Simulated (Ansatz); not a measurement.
## Ca: which structure is lowest?

All numbers below come from DFT, revPBE, plane waves (420 eV) with PAW, scalar-relativistic in Ansatz 0.2.0. (PAW data from PBE, frozen cores regenerated.)

Each structure is relaxed within its own symmetry, so a high-lying one may be dynamically unstable.

| structure | ΔE (meV/atom) | V (Å³/atom) | cell | magnetic state |
| --- | --- | --- | --- | --- |
| fcc | 0 | 43.93 | a = 5.601 Å | spin not included |
| dhcp | 4 | 44.07 | a = 3.960 Å, c = 12.979 Å (c/a = 3.277) | spin not included |
| hcp | 5 | 44.19 | a = 3.961 Å, c = 6.504 Å (c/a = 1.642) | spin not included |
| bcc | 16 | 43.96 | a = 4.447 Å | spin not included |
| A15 | 42 | 44.35 | a = 7.079 Å | spin not included |
| omega (AlB2-type) | 51 | 44.49 | a = 6.365 Å, c = 3.804 Å (c/a = 0.598) | spin not included |
| beta-Sn type | 259 | 45.09 | a = 6.937 Å, c = 3.748 Å (c/a = 0.540) | spin not included |
| simple cubic | 399 | 46.31 | a = 3.591 Å | spin not included |
| diamond | 1015 | 83.36 | a = 8.737 Å | spin not included |

ΔE counts from fcc.

Differences under about 8 meV lie within the error of the k-point mesh.
